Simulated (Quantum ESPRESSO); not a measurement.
**CaF2 (Fluorite) in Quantum ESPRESSO: convergence with k mesh**

Crystal: CaF2 (Fluorite).

```
Ca F
1.0
     0.00000    2.73100    2.73100
     2.73100    0.00000    2.73100
     2.73100    2.73100    0.00000
Ca F
1 2
Cartesian
  0.0000 0.0000 0.0000
  4.0965 4.0965 4.0965
  1.3655 1.3655 1.3655
```

* Program: Quantum ESPRESSO 7.5
* Task: single point
* Functional: PBEsol
* Potentials or basis: PseudoDojo 0.4 SR PBEsol stringent
* Cutoff: 1143 eV
* Density cutoff: 4572 eV
* k mesh: 1 × 1 × 1
* Occupations: fermi-dirac, width 0.05 eV
* Spin: no spin polarisation

These are the settings of the first run; the series varies k mesh, with any setting tied to it.

Hardware: 1 thread of Arm Neoverse V1 (shared host).

Q: The values tried are 1 × 1 × 1, 2 × 2 × 2, 4 × 4 × 4, 5 × 5 × 5, 6 × 6 × 6, 7 × 7 × 7, 8 × 8 × 8, 10 × 10 × 10, 11 × 11 × 11, loosest first. From which on does the pressure stay within 0.1 GPa of the tightest run that finished?

A: From 4 × 4 × 4 on.

```csv
k mesh,"energy less the tightest run, at zero smearing (meV/atom)",pressure (GPa),gap on the mesh (eV),SCF cycles,CPU time (s),peak memory (GiB)
1 × 1 × 1,29.35,-10.38,7.475,10,2.3,0.05
2 × 2 × 2,13.02,-1.73,7.129,9,4.5,0.06
4 × 4 × 4,0.01,-2.15,7.143,9,11,0.06
5 × 5 × 5,0.00,-2.15,7.205,9,13,0.06
6 × 6 × 6,0.00,-2.15,7.143,9,20,0.07
7 × 7 × 7,0.00,-2.15,7.173,9,25,0.07
8 × 8 × 8,0.00,-2.15,7.143,9,35,0.08
10 × 10 × 10,0.00,-2.15,7.143,9,57,0.1
11 × 11 × 11,0.00,-2.15,7.154,9,67,0.11
```

Against the tightest run, the energy stays within 1 meV/atom from 4 × 4 × 4 on. Not settled before the last step: the gap on the mesh (to 0.01 eV). Meshes of other sizes hit other points, so gaps and Fermi surfaces needn't settle smoothly. The tightest run that finished is the yardstick and may itself not be fully converged.

Caveat, for the tightest run too: an odd mesh through Γ misses points on the zone boundary, where band edges often lie.
